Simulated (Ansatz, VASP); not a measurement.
## One calculation of Ag, two programs

```xyz
1
Lattice="0.0000 1.9929 1.9929 1.9929 0.0000 1.9929 1.9929 1.9929 0.0000" Properties=species:S:1:pos:R:3 pbc="T T T"
Ag    0.0000    0.0000    0.0000
```

Alike in both runs: functional PBEsol; k mesh 24 × 24 × 24; occupations fermi-dirac, width 0.1 eV; no spin polarisation.

Ansatz relaxed the structure, and its values are those at the end. VASP's run is a single point on that final structure, the one shown.

|  | VASP | Ansatz |
| --- | --- | --- |
| version | VASP 6.6.1 | Ansatz 0.2.0 |
| potentials or method | VASP PAW PBE potentials, release 64 (Ag) | PAW with Ansatz's default frozen-core files, scalar-relativistic |
| plane-wave cutoff (eV) | 520 | 420 |
| valence electrons in the cell | 11 | 19 |

```csv
,VASP,Ansatz,Ansatz less VASP
pressure (GPa),6.7,7.0,+0.32
```

With one functional, cell and mesh, what is left measures potentials, basis and numerics. The two sets of potentials don't hold the same shells in valence.

Caveats: the PAW data sets were made with another functional, which shifts forces and pressure a little (VASP).
